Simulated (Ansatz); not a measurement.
A run of Ansatz 0.2.0 is set up as follows.

input.yaml

```yaml
crystal:
  lattice:
    - [0.0, 2.024805, 2.024805]
    - [2.024805, 0.0, 2.024805]
    - [2.024805, 2.024805, 0.0]
  atoms:
    - { symbol: Al, position: [0.0, 0.0, 0.0] }
kpoints:
  mp_grid: { grid: [11, 11, 11] }
  band_path:
    path:
      - [0.0, 0.0, 0.0]
      - [0.5, 0.0, 0.5]
      - [0.5, 0.25, 0.75]
      - [0.375, 0.375, 0.75]
      - [0.0, 0.0, 0.0]
      - [0.5, 0.5, 0.5]
      - [0.625, 0.25, 0.625]
      - [0.5, 0.25, 0.75]
    npoints: 10
scf:
  occupations: { method: fermi_dirac, width: 0.05 }
hamiltonian:
  xc: pbe
  pseudopotentials: { kind: all_electron, lapw: { basis_error: 0.001 } }
output:
  forces: true
  stress: true
  eigenvalues: true
```

Potentials or basis: all-electron LAPW, scalar-relativistic.

Run with:

```console
$ ansatz run input.yaml --threads 1 --pin off --max-ram 3072MiB --backend cpu --events-out ev --progress --plain --runs-dir out
```

(1) What does it give for the band gap along the path?

(2) Predict the pressure.

Answers

(1) none (metal or under the smearing width).

(2) -0.4 GPa.
